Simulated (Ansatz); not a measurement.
# SrTiO3 (Pm-3m), a vibration from a frozen displacement

Computed with DFT PBEsol, scalar-relativistic, plane waves, PAW (Ansatz). The runs took a 420 eV cutoff, a Γ-centred 8×8×8 mesh and Gaussian smearing (0.05 eV). No spin polarisation. Energies are free energies at this smearing, counted from the undisturbed cell; pressure is positive in compression.

Reference structure (relaxed at this level; it needn't be the usual structure):

```xyz
5
Lattice="3.8911 0.0000 0.0000 0.0000 3.8911 0.0000 0.0000 0.0000 3.8911" Properties=species:S:1:pos:R:3 pbc="T T T"
Sr    0.0000    0.0000    0.0000
Ti    1.9456    1.9456    1.9456
O     0.0000    1.9456    1.9456
O     1.9456    0.0000    1.9456
O     1.9456    1.9456    0.0000
```

Every Sr atom is moved by x along the Cartesian unit vector (0.000, -0.707, -0.707); the cell and all other atoms stay fixed. The cell's volume is 58.91 Å³; the moved atoms weigh 87.620 u together and the others 95.864 u. Some rows repeat others by symmetry and weren't run.

```
  x (Å)  ΔE (meV/cell) total force on the moved atoms along the move (eV/Å) pressure (GPa)
-0.2000          74.88                                                0.7924          1.0043
-0.1750          56.55                                                0.6754          0.7647
-0.1500          41.05                                                0.5657          0.5590
-0.1250          28.22                                                0.4620          0.3861
-0.1000          17.91                                                0.3636          0.2456
-0.0750          10.01                                                0.2691          0.1368
-0.0500           4.43                                                0.1778          0.0594
-0.0250           1.10                                                0.0884          0.0131
 0.0000           0.00                                                0.0000         -0.0023
 0.0250           1.10                                               -0.0884          0.0131
 0.0500           4.43                                               -0.1778          0.0594
 0.0750          10.01                                               -0.2691          0.1368
 0.1000          17.91                                               -0.3636          0.2456
 0.1250          28.22                                               -0.4620          0.3861
 0.1500          41.05                                               -0.5657          0.5590
 0.1750          56.55                                               -0.6754          0.7647
 0.2000          74.88                                               -0.7924          1.0043
```

Q: What frequency belongs to this motion?

A: The force constant is k = −dF/dx = 3.536 eV/Å², from the parabola through x = -0.0250, 0 and 0.0250. In every cell the moved atoms swing against the rest, so the mass is μ = m₁m₂/(m₁ + m₂) = 45.778 u, and ν̃ = 521.5 cm⁻¹ × √(|k|/μ) = 145 cm⁻¹. The pattern needn't be a normal mode: ν̃² is then a weighted mean of the squared nonzero frequencies at the zone centre of this cell, taken without macroscopic field, so it lies between the lowest and the highest of them.

Q: How far does the harmonic law reach?

A: At x = -0.200 Å, kx²/2 = 70.71 meV against the computed 74.88 meV (+5.9 %): the well is still close to harmonic there.

Q: The pressure changes with x². What does that say about the frequency under compression?

A: With E = k(V)x²/2, k ∝ V^(−2γ) and x scaling with the cell as V^(1/3), P − P0 = −∂E/∂V = (2γ − 2/3) ΔE/V. At x = 0.0500 Å, V(P − P0) = 58.91 × 0.06174 / 160.2 eV = 22.70 meV and ΔE = 4.43 meV, so γ = 1/3 + V(P − P0)/(2ΔE) = 2.90. This is the Grüneisen parameter of the motion under uniform scaling of the cell: shrinking the cell evenly by 1 % in volume raises the frequency by about 2.90 %.

Many cubic perovskites lower their energy by tilts or polar distortions; a scan of this one displacement doesn't rule them out.